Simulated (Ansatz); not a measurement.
# BaTiO3 (Pm-3m) in Ansatz: convergence with wavefunction cutoff

Aim: find how far wavefunction cutoff must go before the results for BaTiO3 settle, at PBE+U. This setting moves, with any that are tied to it; all else stays.

Program: Ansatz 0.2.0. These are calculated values, not measurements. Logs are shortened: lines on timing, memory, paths and dates and some standing lists are left out, and cuts for length are marked.

### Step 1. Starting point

The structure is cubic, space group Pm-3m (No. 221). The conventional cell has a = 4.006 Å, b = 4.006 Å, c = 4.006 Å, α = 90.00°, β = 90.00°, γ = 90.00°. Ba (site symmetry m-3m) has 12 O at 2.83 Å as nearest neighbours. Ti (site symmetry m-3m) is surrounded by 6 O at 2.00 Å. Around O (site symmetry 4/mmm) lie 2 Ti at 2.00 Å.

### Step 2. With wavefunction cutoff 400 eV

input.yaml reads:

```yaml
crystal:
  lattice:
    - [4.006, 0.0, 0.0]
    - [0.0, 4.006, 0.0]
    - [0.0, 0.0, 4.006]
  atoms:
    - { symbol: Ba, position: [0.5, 0.5, 0.5] }
    - { symbol: Ti, position: [0.0, 0.0, 0.0] }
    - { symbol: O, position: [0.0, 0.0, 0.5] }
    - { symbol: O, position: [0.0, 0.5, 0.0] }
    - { symbol: O, position: [0.5, 0.0, 0.0] }
hamiltonian:
  xc: pbe
  pseudopotentials: { kind: nc, accuracy: standard }
  hubbard: { sites: [{ species: Ti, l: d, u_eff: 6.0 }] }
kpoints:
  mp_grid: { grid: [6, 6, 6] }
scf:
  occupations: { method: cold, width: 0.1 }
output:
  forces: true
  stress: true
  eigenvalues: true
basis:
  ecutwfc: "400 eV"
```

Potentials or basis: PseudoDojo standard (PBE files).

Run with:

```bash
ansatz run input.yaml --threads 2 --pin off --max-ram 5632MiB --backend cpu --events-out ev --progress --plain --runs-dir out
```

Run time: 0.99 s. Hardware: 2 threads of Arm Neoverse V2, shared host; peak memory 0.3 GiB.

Results:

| Item | Value |
| --- | --- |
| Free energy | -3698.2947 eV |
| Pressure | 5.3 GPa |
| Band gap on the k mesh | 3.42 eV, indirect (least direct gap 3.80 eV) |

### Step 3. With wavefunction cutoff 500 eV

Changes to input.yaml since step 2:

```diff
@@ -24,2 +24,2 @@
 basis:
-  ecutwfc: "400 eV"
+  ecutwfc: "500 eV"
```

Potentials or basis: PseudoDojo standard (PBE files).

Run with:

```bash
ansatz run input.yaml --threads 2 --pin off --max-ram 5632MiB --backend cpu --events-out ev --progress --plain --runs-dir out
```

It took 1.3 s on 2 threads of Arm Neoverse V2, shared host; peak memory 0.33 GiB.

What came out:

```yaml
Free_energy: -3716.6576 eV
Pressure: 1.8 GPa
Band_gap_on_the_k_mesh: 3.04 eV, indirect (least direct gap 3.28 eV)
```

### Step 4. With wavefunction cutoff 600 eV

Changes to input.yaml since step 3:

```diff
@@ -24,2 +24,2 @@
 basis:
-  ecutwfc: "500 eV"
+  ecutwfc: "600 eV"
```

Run with:

```bash
ansatz run input.yaml --threads 2 --pin off --max-ram 5632MiB --backend cpu --events-out ev --progress --plain --runs-dir out
```

It took 1.9 s on 2 threads of Arm Neoverse V2, shared host; peak memory 0.36 GiB.

Results:

| Item | Value |
| --- | --- |
| Free energy | -3725.4678 eV |
| Pressure | 4.4 GPa |
| Band gap on the k mesh | 2.83 eV, indirect (least direct gap 3.01 eV) |

### Step 5. With wavefunction cutoff 700 eV

Changes to input.yaml since step 4:

```diff
@@ -24,2 +24,2 @@
 basis:
-  ecutwfc: "600 eV"
+  ecutwfc: "700 eV"
```

Run with:

```bash
ansatz run input.yaml --threads 2 --pin off --max-ram 5632MiB --backend cpu --events-out ev --progress --plain --runs-dir out
```

Wall time 2.2 s (2 threads of Arm Neoverse V2, shared host); peak memory 0.38 GiB.

Results:

- Free energy: -3729.1325 eV
- Pressure: 3.2 GPa
- Band gap on the k mesh: 2.63 eV, indirect (least direct gap 2.84 eV)

### Step 6. With wavefunction cutoff 850 eV

Changes to input.yaml since step 5:

```diff
@@ -24,2 +24,2 @@
 basis:
-  ecutwfc: "700 eV"
+  ecutwfc: "850 eV"
```

Potentials or basis: PseudoDojo standard (PBE files).

Run with:

```bash
ansatz run input.yaml --threads 2 --pin off --max-ram 5632MiB --backend cpu --events-out ev --progress --plain --runs-dir out
```

It took 2.9 s on 2 threads of Arm Neoverse V2, shared host; peak memory 0.43 GiB.

It converged, with:

| Quantity | Value |
| --- | --- |
| Free energy | -3730.7032 eV |
| Pressure | 3.1 GPa |
| Band gap on the k mesh | 2.58 eV, indirect (least direct gap 2.77 eV) |

### Step 7. With wavefunction cutoff 1000 eV

Changes to input.yaml since step 6:

```diff
@@ -24,2 +24,2 @@
 basis:
-  ecutwfc: "850 eV"
+  ecutwfc: "1000 eV"
```

Run with:

```bash
ansatz run input.yaml --threads 2 --pin off --max-ram 5632MiB --backend cpu --events-out ev --progress --plain --runs-dir out
```

It took 3.5 s on 2 threads of Arm Neoverse V2, shared host; peak memory 0.49 GiB.

Results (log left out):

| Quantity | Value |
| --- | --- |
| Free energy | -3730.9544 eV |
| Pressure | 3.2 GPa |
| Band gap on the k mesh | 2.58 eV, indirect (least direct gap 2.76 eV) |

### Step 8. With wavefunction cutoff 1200 eV

Changes to input.yaml since step 7:

```diff
@@ -24,2 +24,2 @@
 basis:
-  ecutwfc: "1000 eV"
+  ecutwfc: "1200 eV"
```

Run with:

```bash
ansatz run input.yaml --threads 2 --pin off --max-ram 5632MiB --backend cpu --events-out ev --progress --plain --runs-dir out
```

Wall time 4.2 s (2 threads of Arm Neoverse V2, shared host); peak memory 0.56 GiB.

The run converged. Its results:

- Free energy: -3730.9749 eV
- Pressure: 3.2 GPa
- Band gap on the k mesh: 2.58 eV, indirect (least direct gap 2.76 eV)

### Step 9. With wavefunction cutoff 1400 eV

Changes to input.yaml since step 8:

```diff
@@ -24,2 +24,2 @@
 basis:
-  ecutwfc: "1200 eV"
+  ecutwfc: "1400 eV"
```

Potentials or basis: PseudoDojo standard (PBE files).

Run with:

```bash
ansatz run input.yaml --threads 2 --pin off --max-ram 5632MiB --backend cpu --events-out ev --progress --plain --runs-dir out
```

Wall time 5.5 s (2 threads of Arm Neoverse V2, shared host); peak memory 0.64 GiB.

Results (log left out):

```
Free energy            : -3730.9755 eV
Pressure               : 3.2 GPa
Band gap on the k mesh : 2.58 eV, indirect (least direct gap 2.76 eV)
```

### Step 10. With wavefunction cutoff 1700 eV

Changes to input.yaml since step 9:

```diff
@@ -24,2 +24,2 @@
 basis:
-  ecutwfc: "1400 eV"
+  ecutwfc: "1700 eV"
```

Potentials or basis: PseudoDojo standard (PBE files).

Run with:

```bash
ansatz run input.yaml --threads 2 --pin off --max-ram 5632MiB --backend cpu --events-out ev --progress --plain --runs-dir out
```

Log:

```text
Warning: RAYON_NUM_THREADS=2 ignored (pool sized by the plan → 2); use --threads N
Engine: ansatz 0.2.0, aarch64-unknown-linux-gnu
Pseudopotentials: kind: nc
Pseudopotential: Ba, nc, valence charge 10, recommended cutoff 770 eV (normal), Ba.nc.azcp (PseudoDojo's, or run here from an input of PseudoDojo's; its table is named by hamiltonian.pseudopotentials.accuracy)
Pseudopotential: Ti, nc, valence charge 12, recommended cutoff 1142.878222 eV (normal), Ti.nc.azcp (PseudoDojo's, or run here from an input of PseudoDojo's; its table is named by hamiltonian.pseudopotentials.accuracy)
Pseudopotential: O, nc, valence charge 6, recommended cutoff 1142.878222 eV (normal), O.nc.azcp (PseudoDojo's, or run here from an input of PseudoDojo's; its table is named by hamiltonian.pseudopotentials.accuracy)
Functional definition: PBE
  parameter kappa = 0.804
  parameter beta = 0.06672455060314922
  exchange = pbe_x(kappa = kappa, mu = beta*pi^2/3)
  correlation = pbe_c(beta = beta)
Crystal: 5 atoms, lattice volume = 64.288 Å³
Basis set: ecut = 1700 eV, 10251 PW (Γ), exchange–correlation on 108×108×108 points (8 copies of the dense FFT grid, shifted against one another)
Bands: 25, of which v1, the nominal top of the filled ones, is band 20 counted from 1 (19 counted from 0)
Symmetry: 48 space group operations
Space group: Pm-3m (ITA 221), of the structure as read, at distance tolerance 4.0e-5 Å
k-points: 20 of 216
Non-local potential: Ba, projectors of the file, l = 0: 2, l = 1: 2, l = 2: 2, l = 3: 2
Non-local potential: Ti, projectors of the file, l = 0: 2, l = 1: 2, l = 2: 2
Non-local potential: O, projectors of the file, l = 0: 2, l = 1: 2, l = 2: 1
Initial density: superposition of atomic densities (chi_scale 0.1, normalization cell, long waves kept (reshape's long-wave potential 0.00 eV rms))
Initial wavefunctions: pseudopotential atomic-orbital guess
Functional: x = pbe(κ = 0.804, μ = 0.2195149727645171), c = pbe(β = 0.06672455060314922)
SCF iter   1: F=—  HF=-3732.209435 eV  |F-HF|=—  |Δ(HF+E_count)|=         —  Δρ=6.75e-2  dr2=4.48e0  ethr=3.10e-3  ⟨swp⟩=12.2  Hψ=3392  notcnv=0
preconditioner: auto → Resta (q_TF=auto, 2.521 Å⁻¹)  ε∞=5.1  [insulator: Δε(μ)=4.094 eV  Ē_g=12.513 eV  σ=0.100 eV  W_gap=1.00  n_scr=18 (ndim 8)  ℏωp=25.4 eV  f_vac=0.000  D(μ)=-0.00/eV (n_scr^D=0)  ε∞_Penn≈5.1]
SCF iter   2: F=—  HF=-3731.123234 eV  |F-HF|=—  |Δ(HF+E_count)|=    1.09e0  S|Δr|=    0.00e0  Δρ=3.59e-2  dr2=8.08e-1  ethr=3.10e-3  ⟨swp⟩=4.7  Hψ=1294  notcnv=0  defer=20
SCF iter   3: F=—  HF=-3730.976085 eV  |F-HF|=—  |Δ(HF+E_count)|=   1.47e-1  S|Δr|=    0.00e0  Δρ=1.44e-2  dr2=1.33e-1  ethr=2.02e-3  ⟨swp⟩=3.3  Hψ=948  notcnv=0  defer=20
SCF iter   4: F=—  HF=-3730.974411 eV  |F-HF|=—  |Δ(HF+E_count)|=   1.67e-3  S|Δr|=    0.00e0  Δρ=7.22e-3  dr2=2.63e-2  ethr=3.33e-4  ⟨swp⟩=2.6  Hψ=966  notcnv=0  defer=20
SCF iter   5: F=—  HF=-3730.976077 eV  |F-HF|=—  |Δ(HF+E_count)|=   1.67e-3  S|Δr|=    0.00e0  Δρ=2.71e-3  dr2=5.07e-3  ethr=6.58e-5  ⟨swp⟩=2.4  Hψ=993  notcnv=0  defer=20
SCF iter   6: F=—  HF=-3730.975761 eV  |F-HF|=—  |Δ(HF+E_count)|=   3.15e-4  S|Δr|=    0.00e0  Δρ=4.44e-4  dr2=1.36e-4  ethr=1.27e-5  ⟨swp⟩=3.0  Hψ=864  notcnv=0  defer=20
SCF iter   7: F=—  HF=-3730.975783 eV  |F-HF|=—  |Δ(HF+E_count)|=   2.14e-5  S|Δr|=    0.00e0  Δρ=1.85e-4  dr2=2.64e-5  ethr=3.40e-7  ⟨swp⟩=2.5  Hψ=864  notcnv=0  defer=20
SCF iter   8: F=—  HF=-3730.975950 eV  |F-HF|=—  |Δ(HF+E_count)|=   1.68e-4  S|Δr|=    0.00e0  Δρ=6.51e-5  dr2=3.76e-6  ethr=6.60e-8  ⟨swp⟩=2.4  Hψ=723  notcnv=0  defer=20
SCF iter   9: F=-3730.975950 eV  HF=-3730.975950 eV  |F-HF|=6.74e-8  |Δ(HF+E_count)|=   5.22e-7  S|Δr|=    0.00e0  Δρ=1.13e-5  dr2=8.14e-8  ethr=2.50e-10  ⟨swp⟩=14.9  Hψ=3429  notcnv=0
SCF 1 converged in 9 iterations: F = -3730.975950 eV  dr2 = 8.14e-8
SCF converged after 9 iterations
Stability not checked: this state was not tested for a lower state beside it, because cold or Methfessel-Paxton smearing, or corrected tetrahedra, fill the levels in a way that the test cannot read (fill_not_monotonic; see scf.lower_state_search)
Free energy (F): -3730.975950 eV
Harris-Foulkes:  -3730.975950 eV  (|F-HF|=6.74e-8)
Internal energy: -3730.975950 eV  (E = F + TS)
E sigma→0 (E₀):  -3730.975950 eV
Fermi energy:    11.942272 eV
Step filling:    the computed levels leave a gap of 2.5752 eV = 25.8 smearing widths at the electron count; against every level under it full and every level over it empty, smearing changes F+E_penalty+E_count by -1.31e-77 meV and its σ→0 estimate by -5.36e-73 meV
--- Per-component energies (eV) ---
  E_band       = -143.737895
  E_kinetic    = 1701.046454
  E_local      = -2583.865096  (includes V_loc(G=0)·N_el)
  E_nonlocal   = -75.892347
  E_hartree    = 801.751439
  E_xc         = -760.419030
  E_vxc        = -791.926813  (∫ρ·V_xc dr)
  E_hubbard    = 4.808833  (on-site DFT+U / exact-exchange correction)
  E_vhub       = 3.392660  (the Hubbard potential's part of the band-sum identity)
  E_ewald      = -2818.406203
  E_smearing   = 0.000000  (= −TS)
  E_closure    = -0.000000  (closes the sum)
  Σ components = -3730.975950   (vs F -3730.975950, Δ=0.00e0)
--- Forces (eV/Å), atoms counted from 1 ---
  atom   1  Ba     0.00000000     0.00000000     0.00000000
  atom   2  Ti    -0.00000000     0.00000000    -0.00000000
  atom   3  O      0.00000000     0.00000000     0.00000000
  atom   4  O      0.00000000    -0.00000000     0.00000000
  atom   5  O     -0.00000000    -0.00000000    -0.00000000
  max |Σ_I F_I| component: 3.52e-29 eV/Å
--- Stress (GPa, compression-positive) ---
        3.218684       0.000000       0.000000
        0.000000       3.218684       0.000000
       -0.000000       0.000000       3.218684
  P = ⅓ Tr σ = 3.2187 GPa (32.187 kbar)
--- Band table (eV; the first three rows and the last of 20) ---
  k-point 0: bands = ["-47.7337", "-23.8862", "-23.8862", "-23.8862", "-14.1562", "-6.3037", "-5.4535", "-5.4535", "0.6529", "0.6529", "0.6529", "8.0952", "8.0952", "8.0952", "9.4559", "9.4559", "9.4559", "10.3954", "10.3954", "10.3954", "13.1593", "13.1593", "13.1593", "14.1432", "14.1432"]
  k-point 1: bands = ["-47.7334", "-23.8960", "-23.8858", "-23.8858", "-14.1272", "-6.3171", "-5.4560", "-5.4473", "0.7009", "0.7009", "0.7604", "7.6585", "8.0267", "8.0267", "9.2384", "9.2562", "9.2562", "9.7924", "10.2303", "10.2303", "13.1848", "13.5398", "13.5398", "14.1615", "14.8226"]
  k-point 2: bands = ["-47.7325", "-23.9160", "-23.8849", "-23.8849", "-14.0678", "-6.4067", "-5.4347", "-5.3870", "0.8009", "0.8009", "0.9716", "6.8489", "7.8135", "7.8135", "8.8597", "8.9649", "9.0241", "9.0241", "9.9315", "9.9315", "13.2375", "14.1861", "14.2099", "14.2099", "15.7791"]
  k-point 19: bands = ["-47.7313", "-23.9218", "-23.9218", "-23.9218", "-13.8931", "-5.3891", "-5.3891", "-5.3891", "0.0145", "0.0145", "0.0145", "5.8051", "6.7156", "6.7156", "8.4508", "8.4508", "8.4508", "10.5840", "10.5840", "10.5840", "15.0230", "15.0230", "15.0230", "17.2616", "17.2616"]
Occupation matrices written to <dir>
```

It took 7.2 s on 2 threads of Arm Neoverse V2, shared host; peak memory 0.76 GiB.

Results:

```yaml
Free_energy: -3730.9759 eV
Pressure: 3.2 GPa
Band_gap_on_the_k_mesh: 2.58 eV, indirect (least direct gap 2.76 eV)
```

### Step 11. The series at a glance

```tsv
wavefunction cutoff	energy less the tightest run, at zero smearing (meV/atom)	pressure (GPa)	gap on the mesh (eV)	SCF cycles	CPU time (s)	peak memory (GiB)
400 eV	6536.25	5.34	3.420	8	1.9	0.3
500 eV	2863.68	1.76	3.038	9	2.5	0.33
600 eV	1101.63	4.40	2.832	9	3.6	0.36
700 eV	368.68	3.20	2.632	9	4.2	0.38
850 eV	54.54	3.10	2.576	9	5.6	0.43
1000 eV	4.31	3.24	2.576	9	6.8	0.49
1200 eV	0.21	3.22	2.575	9	8.2	0.56
1400 eV	0.10	3.22	2.575	9	11	0.64
1700 eV	0.00	3.22	2.575	9	14	0.76
```

Against the tightest run, the energy stays within 1 meV/atom from 1200 eV on; the pressure stays within 0.1 GPa from 1000 eV on; the gap on the mesh stays within 0.01 eV from 850 eV on. The tightest run that finished is the yardstick and may itself not be fully converged.

Caveats: spin-orbit coupling is left out, which moves the levels of the heavy elements.
